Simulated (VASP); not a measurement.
Write the native input for VASP 6.6.1 that does the following.

- Task: relaxation of cell and atoms
- Functional: PBE
- Potentials or basis: VASP PAW PBE potentials, release 64 (Al, P)
- Cutoff: 600 eV
- k mesh: 6 × 5 × 6
- Occupations: gaussian, width 0.02 eV
- Spin: no spin polarisation
- Further INCAR settings: ALGO = Normal; EDIFF = 1e-06; IBRION = 2; EDIFFG = -0.01; NSW = 40; ISIF = 3

The structure of AlP lies in POSCAR:

```
AlP
1.0
    3.8699723759      0.0000000000      0.0000000000
    0.0000000000      5.4729674200      0.0000000000
    0.0000000000      0.0000000000      3.8699723759
Al P
2 2
Direct
    0.0000000000      0.0000000000      0.0000000000
    0.5000000000      0.5000000000      0.5000000000
    0.0000000000      0.2500000000      0.5000000000
    0.5000000000      0.7500000000      0.0000000000
```

The cell was built by a generator and isn't the measured one.

The input as run:

INCAR

```
  ALGO = Normal
  EDIFF = 1E-6
  EDIFFG = -0.01
  ENCUT = 600
  GGA = PE
  IBRION = 2
  ISIF = 3
  ISMEAR = 0
  KPAR = 4
  LASPH = True
  LATTICE_CONSTRAINTS = .FALSE. .FALSE. .TRUE.
  LCHARG = False
  LREAL = False
  LWAVE = False
  NELM = 80
  NSW = 40
  PREC = Accurate
  SIGMA = 0.02
```

KPOINTS

```
k-points
0
Gamma
  6 5 6
```

Potentials or basis: VASP PAW PBE potentials, release 64 (Al, P).

Launch:

```sh
$ cat potpaw_PBE.64/Al/POTCAR potpaw_PBE.64/P/POTCAR > POTCAR
$ mpirun -np 4 vasp_std > vasp.out
```

It gave:

```yaml
Relaxed_volume: 20.87 Å³/atom
Relaxed_cell: a = 3.870 Å, b = 5.473 Å, c = 3.941 Å, α = 90.00°, β = 90.00°, γ = 90.00°
Space_group_after_relaxing_to_0.05_Å: Imm2 (No. 44)
Energy_gained_by_relaxing: 9.8 meV/atom
Ionic_steps: 6
Pressure_after_relaxing: 0.0 GPa
Band_gap_on_the_k_mesh: 1.57 eV
```

Caveat: an odd mesh through Γ misses points on the zone boundary, where band edges often lie; the real-space grid breaks the cell's symmetry a little.

Wall time 19 s on 4 MPI ranks on AMD EPYC 9R45 96-Core Processor (Zen 5), on a shared host, peak memory 0.21 GiB a rank.
